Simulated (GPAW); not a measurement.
# TaS2 (P-3m1) in GPAW: single point with PBE

Aim: the single point of TaS2 with PBE.

Everything below comes from runs of GPAW 26.7.0. Logs are shortened: lines on timing, memory, paths and dates and some standing lists are left out, and cuts for length are marked. The log counts tension as positive stress, the text compression.

### Step 1. The structure

It takes space group P-3m1 (No. 164, trigonal). The conventional cell has a = 3.350 Å, b = 3.350 Å, c = 5.860 Å, α = 90.00°, β = 90.00°, γ = 120.00°. Around Ta (site symmetry -3m) lie 6 S at 2.43 Å. Around S (site symmetry 3m) lie 3 Ta at 2.43 Å.

### Step 2. Single point, PBE

Input file run.py:

```python
from ase import Atoms
from ase.dft.bandgap import bandgap
from ase.io import write
from ase.units import GPa
from gpaw import GPAW, PW

atoms = Atoms(['Ta', 'S', 'S'],
              cell=[[3.35, 0.0, 0.0],
                    [-1.675, 2.9011851027, 0.0],
                    [0.0, 0.0, 5.86]],
              scaled_positions=[[0.0, 0.0, 0.0],
                                [0.6666666667, 0.3333333333, 0.75],
                                [0.3333333333, 0.6666666667, 0.25]],
              pbc=True)

calc = GPAW(mode=PW(400),
            xc='PBE',
            kpts={'size': (7, 7, 4), 'gamma': True},
            occupations={'name': 'fermi-dirac', 'width': 0.05},
            nbands=25,
            maxiter=120,
            txt='gpaw.txt')
atoms.calc = calc
energy = atoms.get_potential_energy()
forces = atoms.get_forces()
stress = atoms.get_stress()
calc.write('gs.gpw')
write('result.traj', atoms)
print(f'Energy: {energy:.6f} eV')
print('Forces (eV/A):')
print(forces.round(4))
print('Stress (GPa):', (stress / GPa).round(3))
print('Fermi level:', round(calc.get_fermi_level(), 4), 'eV')
print(f'Gap: {bandgap(calc)[0]:.4f} eV, direct: {bandgap(calc, direct=True)[0]:.4f} eV')
```

Potentials or basis: GPAW PAW data sets (gpaw-data 1.2.1), pw.

Command:

```bash
OMP_NUM_THREADS=1 python run.py
```

gpaw.txt:

```text
__  _  _
 | _ |_)|_||  |
 |__||  | ||/\| - 26.7.0

Input parameters:
  mode=PW(ecut=400.0),
  kpts=MonkhorstPack(size=(7, 7, 4), gamma=True),
  maxiter=120,
  nbands=25,
  occupations=Occupations(name='fermi-dirac', width=0.05),
  xc=XC(name='PBE')

Diagonalizing LCAO Hamiltonian
Converting LCAO to pw mode

            S

         S

       Ta

Atoms  # Å, Bohr magnetons
|   | symbol |         x |        y |        z |    initial magnetic moments |
|---|--------|-----------|----------|----------|-----------------------------|
| 0 |     Ta |  0.000000 | 0.000000 | 0.000000 | ( 0.0000,  0.0000,  0.0000) |
| 1 |      S |  1.675000 | 0.967062 | 4.395000 | ( 0.0000,  0.0000,  0.0000) |
| 2 |      S | -0.000000 | 1.934123 | 1.465000 | ( 0.0000,  0.0000,  0.0000) |

Unit cell  # Å
| periodic |         x |        y |        z |  lengths |     angles |
|----------|-----------|----------|----------|----------|------------|
|      yes |  3.350000 | 0.000000 | 0.000000 | 3.350000 |  90.000000 |
|      yes | -1.675000 | 2.901185 | 0.000000 | 3.350000 |  90.000000 |
|      yes |  0.000000 | 0.000000 | 5.860000 | 5.860000 | 120.000000 |

Number of symmetries: 12
Symmetry operations  # r_c * U_cc + t_c -> r_c
|    | kind |            matrix            |
|----|------|------------------------------|
|  0 |  σ   |  1, 1, 0,  0,-1, 0,  0, 0, 1 |
|  1 |  S6  |  1, 1, 0, -1, 0, 0,  0, 0,-1 |
|  2 |  E   |  1, 0, 0,  0, 1, 0,  0, 0, 1 |
|  3 |  C2  |  1, 0, 0, -1,-1, 0,  0, 0,-1 |
|  4 |  C2  |  0, 1, 0,  1, 0, 0,  0, 0,-1 |
|  5 |  C3  |  0, 1, 0, -1,-1, 0,  0, 0, 1 |
|  6 |  S6  |  0,-1, 0,  1, 1, 0,  0, 0,-1 |
|  7 |  σ   |  0,-1, 0, -1, 0, 0,  0, 0, 1 |
|  8 |  σ   | -1, 0, 0,  1, 1, 0,  0, 0, 1 |
|  9 |  i   | -1, 0, 0,  0,-1, 0,  0, 0,-1 |
| 10 |  C3  | -1,-1, 0,  1, 0, 0,  0, 0, 1 |
| 11 |  C2  | -1,-1, 0,  0, 1, 0,  0, 0,-1 |

BZ-sampling:
  Number of BZ points: 196
  Number of IBZ points: 28

  Monkhorst-Pack size: [7, 7, 4]
  Monkhorst-Pack shift: [0.0, 0.0, 0.125]

K-points  # in reciprocal-cell coordinates
|     |                                coordinates |     weight |
|-----|--------------------------------------------|------------|
|   0 | (  0.00000000,   0.00000000,   0.00000000) | 0.00510204 |
|   1 | (  0.00000000,   0.00000000,   0.25000000) | 0.01020408 |
|   2 | (  0.00000000,   0.00000000,   0.50000000) | 0.00510204 |
|   3 | (  0.14285714,   0.00000000,  -0.25000000) | 0.03061224 |
|   4 | (  0.14285714,   0.00000000,   0.00000000) | 0.03061224 |
|   5 | (  0.14285714,   0.00000000,   0.25000000) | 0.03061224 |
|   6 | (  0.14285714,   0.00000000,   0.50000000) | 0.03061224 |
|   7 | (  0.28571429,  -0.14285714,   0.00000000) | 0.03061224 |
|   8 | (  0.28571429,  -0.14285714,   0.25000000) | 0.06122449 |
|   9 | (  0.28571429,  -0.14285714,   0.50000000) | 0.03061224 |
| ... |                                            |            |
|  27 | (  0.42857143,   0.42857143,   0.50000000) | 0.03061224 |

Plane wave coefficients: 1056
Cutoff: 400.0 eV

Spin-components: 1 (collinear spins)
Bands:           25
Projectors:      16
Spin-degeneracy: 2
Datatype:        complex128

Parallelization:
  kpt:    1
  domain: 1
  band:   1

Density:
  Valence electrons: 25.0
  Components: 1
  Grid points: [16 16 28]
  Charge: 0.0  # |e|

Potential:
  Grid points: [16 16 28]

species:
  Ta:
    name:    Tantalum
    Z:       73.0
    valence: 13
    core:    60
    charge:  0.0  # [|e|]
    compensation charges:
      type: gauss
      rc: 0.42  # [Å]
      lmax: 2
    cutoffs:
      filter: 2.36  # [Å]
      core: 3.45  # [Å]
    projectors
    | kind |    occ | energy [eV] | rcut [Å] |
    |------|--------|-------------|----------|
    |   5s |  2.000 |     -72.790 |    1.365 |
    |   6s |  2.000 |      -5.429 |    1.365 |
    |   5p |  6.000 |     -39.427 |    1.349 |
    |   6p |  0.000 |      -1.396 |    1.349 |
    |   5d |  3.000 |      -3.603 |    1.307 |
    |    d |        |      23.609 |    1.307 |

    Using partial waves for Ta as LCAO basis

  S:
    name:    Sulfur
    Z:       16.0
    valence: 6
    core:    10
    charge:  0.0  # [|e|]
    compensation charges:
      type: gauss
      rc: 0.24  # [Å]
      lmax: 2
    cutoffs:
      filter: 1.77  # [Å]
      core: 1.66  # [Å]
    projectors
    | kind |    occ | energy [eV] | rcut [Å] |
    |------|--------|-------------|----------|
    |   3s |  2.000 |     -17.254 |    0.974 |
    |   3p |  4.000 |      -7.008 |    0.979 |
    |    s |        |       9.957 |    0.974 |
    |    p |        |      20.203 |    0.979 |
    |    d |        |       0.000 |    0.900 |

    Using partial waves for S as LCAO basis

Reference energy: -445887.681196  # eV

eigensolver:
  PPCG
  Converge bands: occupied
  niter=2

density mixing:
  MSR1-Mixer
  Pratt-step length: 0.05
  Maximum mixing coefficient: 0.75
  Old densities: 10
  SVD Regularization: 0.005
  Good broyden scale: 1.0
  Trust region scale: 1.0
  Backstep threshold: 4.0
  History deletion threshold: 6.0
  Fourier metric: weight=20.0, sigma=0.015

occupation numbers:
  Fermi-Dirac:
    width: 0.0500  # eV

poisson solver:
  ecut: 3200.0  # eV

xc functional:
  name: PBE with 2 nearest neighbor stencil

convergence criteria:
- Maximum [total energy] change in last 3 cyles: 0.0005 eV / valence electron
- Maximum integral of absolute [dens]ity change: 0.0001 electrons / valence electron
- Maximum integral of absolute [eigenst]ate change: 4e-08 eV^2 / valence electron
maximum number of iterations: 120

SCF iterations
|iter     | |      energy | eigst |  dens |
|---------|-|-------------|-------|-------|
|iter:   1| |  -21.497196 | +0.21 |       |
|iter:   2| |  -21.394694 | -1.80 | -1.11 |
|iter:   3| |  -20.997302 | -1.56 | -1.16 |
|iter:   4| |  -20.989542 | -2.66 | -1.62 |
|iter:   5| |  -20.980537 | -3.36 | -1.85 |
|iter:   6| |  -20.980217c| -3.85 | -2.11 |
|iter:   7| |  -20.980227c| -5.65 | -3.19 |
|iter:   8| |  -20.980229c| -6.81 | -3.71 |
|iter:   9| |  -20.980229c| -8.20c| -4.51c|

Converged in 9 steps
Energy contributions relative to reference atoms: (reference = -445887.681196)

Energy contributions:
  Kinetic:          30.884569
  Coulomb:         -30.965944
  Zero:             -0.155061
  External:          0.000000
  Xc:              -20.732758
  Entropy:          -0.022072
  Spinorbit:         0.000000
  ----------------------------
  Free energy:     -20.991265
  Extrapolated:    -20.980229

dipole moment: (-6.013749, -10.416119, -21.039146)  # |e|*Ang

Fermi level: 8.080
Eigenvalues  # (at kpt = [0.000, 0.000, 0.000])
| band index |      eig [eV] | occ [0-2] |
|------------|---------------|-----------|
|          0 |       -60.531 |     2.000 |
|        ... |               |           |
|          4 |        -7.096 |     2.000 |
|          5 |        -5.029 |     2.000 |
|          6 |         1.082 |     2.000 |
|          7 |         3.803 |     2.000 |
|          8 |         3.803 |     2.000 |
|          9 |         6.698 |     2.000 |
|         10 |         7.246 |     2.000 |
|         11 |         7.246 |     2.000 |
|         12 |         8.084 |     0.958 |
|         13 |         8.085 |     0.957 |
|         14 |         8.336 |     0.012 |
|         15 |        12.139 |     0.000 |
|         16 |        12.139 |     0.000 |
|         17 |        13.238 |     0.000 |
|         18 |        13.642 |     0.000 |
|         19 |        16.964 |     0.000 |
|        ... |               |           |
|         24 |        21.930 |     0.000 |

No gap
No difference between direct/indirect transitions

Forces  # eV/Ang
|        x |        y |        z |
|----------|----------|----------|
| -0.00000 |  0.00000 |  0.00000 |  # Ta   0
| -0.00000 |  0.00000 | -1.25132 |  # S    1
|  0.00000 | -0.00000 |  1.25132 |  # S    2

Stress tensor  # eV/Ang^3
|         x |         y |         z |
|-----------|-----------|-----------|
| -0.049128 |  0.000000 |  0.000000 |
|  0.000000 | -0.049128 |  0.000000 |
|  0.000000 |  0.000000 | -0.073858 |

# Writing to gs.gpw (mode='')
```

Wall time 13 s (1 thread of Arm Neoverse V1, shared host); peak memory 0.15 GiB.

These settings aren't checked as converged: the numbers below hold their error.

What came out:

```yaml
Free_energy: -20.9913 eV
Pressure: 9.2 GPa
Largest_force: 1.251 eV/Å
Band_gap_on_the_k_mesh: none (metal or under the smearing width)
```

Caveat: the cutoff is short for stress and forces, so pressures can be off by a GPa or more; this functional lacks dispersion, which binds the layers, so the pressure and a relaxed spacing across them are unreliable.
